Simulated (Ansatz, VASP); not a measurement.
**Two plane-wave programs on Mg**

```
Mg
1.0
     0.00000    2.25933    2.25933
     2.25933    0.00000    2.25933
     2.25933    2.25933    0.00000
Mg
1
Direct
  0.00000 0.00000 0.00000
```

Alike in both runs: functional PBE; k mesh 16 × 16 × 16; occupations gaussian, width 0.1 eV; no spin polarisation.

Ansatz relaxed the structure, and its values are those at the end. VASP's run is a single point on that final structure, the one shown.

|  | VASP | Ansatz |
| --- | --- | --- |
| version | VASP 6.6.1 | Ansatz 0.2.0 |
| potentials or method | VASP PAW PBE potentials, release 64 (Mg) | scalar-relativistic, plane waves, PAW |
| plane-wave cutoff (eV) | 520 | 420 |
| valence electrons in the cell | 2 | 10 |

|  | VASP | Ansatz | Ansatz less VASP |
| --- | --- | --- | --- |
| gap on the k mesh at the Fermi level (eV) | none | none | - |
| pressure (GPa) | 0.0 | 0.1 | +0.12 |

A gap of «none» marks a metal or a gap that the smearing closes. The two sets of potentials don't hold the same shells in valence.
